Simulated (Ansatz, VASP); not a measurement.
## One calculation of Cd2S, two programs

```
CELL_PARAMETERS angstrom
3.96267 0.00000 0.00000
-1.98134 3.43177 0.00000
0.00000 0.00000 5.80919
ATOMIC_POSITIONS crystal
Cd 0.33333 0.66667 0.93272
Cd 0.66667 0.33333 0.57873
S 0.33333 0.66667 0.36571
```

Alike in both runs: functional PBEsol; k mesh 6 × 6 × 4; occupations fermi-dirac, width 0.05 eV; no spin polarisation.

|  | VASP | Ansatz |
| --- | --- | --- |
| version | VASP 6.6.1 | Ansatz 0.2.0 |
| potentials or method | VASP PAW PBE potentials, release 64 (Cd, S), cutoff 520 eV | all-electron LAPW, scalar-relativistic |
| task | single point | band structure |

```csv
,VASP,Ansatz,Ansatz less VASP
gap on the k mesh at the Fermi level (eV),0.09,0.09,-0.005
least direct gap on the mesh (eV),0.47,0.47,-0.009
pressure (GPa),-2.8,-3.1,-0.25
largest component of the traceless stress (GPa),0.45,0.53,+0.073
rms of the force components (eV/Å),0.048,0.055,+0.0078
```

Atom by atom the forces differ by 0.011 eV/Å (rms over components). Ansatz ran all-electron here, so the differences hold the error of VASP's frozen core and of both bases.

Caveats: the PAW data sets were made with another functional, which shifts forces and pressure a little (VASP).
